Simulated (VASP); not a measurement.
## From an Ansatz input to VASP: Ge (strained diamond)

Ansatz input

```yaml
crystal:
  lattice:
    - [0.0, 2.8368735121, 2.8936109823]
    - [2.8368735121, 0.0, 2.8936109823]
    - [2.8368735121, 2.8368735121, 0.0]
  atoms:
    - { symbol: Ge, position: [0.0, 0.0, 0.0] }
    - { symbol: Ge, position: [0.25, 0.25, 0.25] }
kpoints:
  mp_grid: { grid: [8, 8, 8] }
  band_path:
    path:
      - [0.0, 0.0, 0.0]
      - [0.5, 0.0, 0.5]
      - [0.625, 0.25, 0.625]
      - [0.375, 0.375, 0.75]
      - [0.5, 0.5, 0.5]
      - [0.5, 0.25, 0.75]
      - [-0.010417, -0.010417, 0.0]
    npoints: 1
hamiltonian:
  xc: r2scan
scf:
  occupations: { method: fermi_dirac, width: 0.02 }
  n_extra_bands: 4
output:
  forces: true
  stress: true
  eigenvalues: true
  write_density: true
  write_potential: true
  elf: true
  volumetric_format: npy
```

Question: Which VASP files do the same job?

Answer: 

INCAR

```
IBRION = -1
NBANDS = 21
LCHARG = .TRUE.
EDIFF = 1E-7
ENCUT = 520
NSW = 0
METAGGA = R2SCAN
SIGMA = 0.02
ALGO = Normal
LWAVE = .FALSE.
ISMEAR = -1
ISIF = 2
LELF = .TRUE.
LREAL = .FALSE.
NELM = 120
LASPH = .TRUE.
PREC = Accurate
```

KPOINTS

```
KPOINTS created by Atomic Simulation Environment
0
Gamma
8 8 8
0 0 0
```

KPOINTS_OPT

```
special points
7
Reciprocal
0.0000000000 0.0000000000 0.0000000000 1
0.5000000000 0.0000000000 0.5000000000 1
0.6250000000 0.2500000000 0.6250000000 1
0.3750000000 0.3750000000 0.7500000000 1
0.5000000000 0.5000000000 0.5000000000 1
0.5000000000 0.2500000000 0.7500000000 1
-0.0104170000 -0.0104170000 0.0000000000 1
```

POSCAR

```
Ge
 1.0000000000000000
     0.0000000000000000    2.8368735120999999    2.8936109822999998
     2.8368735120999999    0.0000000000000000    2.8936109822999998
     2.8368735120999999    2.8368735120999999    0.0000000000000000
 Ge
   2
Cartesian
  0.0000000000000000  0.0000000000000000  0.0000000000000000
  1.4184367560499997  1.4184367560499997  1.4468054911499997
```

VASP ran with the recommended PBE PAW datasets (28 valence electrons in the cell). Other inputs would serve too.

```tsv
	Ansatz	VASP
gap between bands v and c	0.11 eV	0.08 eV
least direct gap	0.11 eV	0.08 eV
pressure	-1.4 GPa	-1.3 GPa
```

Each program uses its own PAW datasets. VASP's cell holds 28 valence electrons and Ansatz's 28. Ansatz's stress includes a Pulay correction; VASP's doesn't.
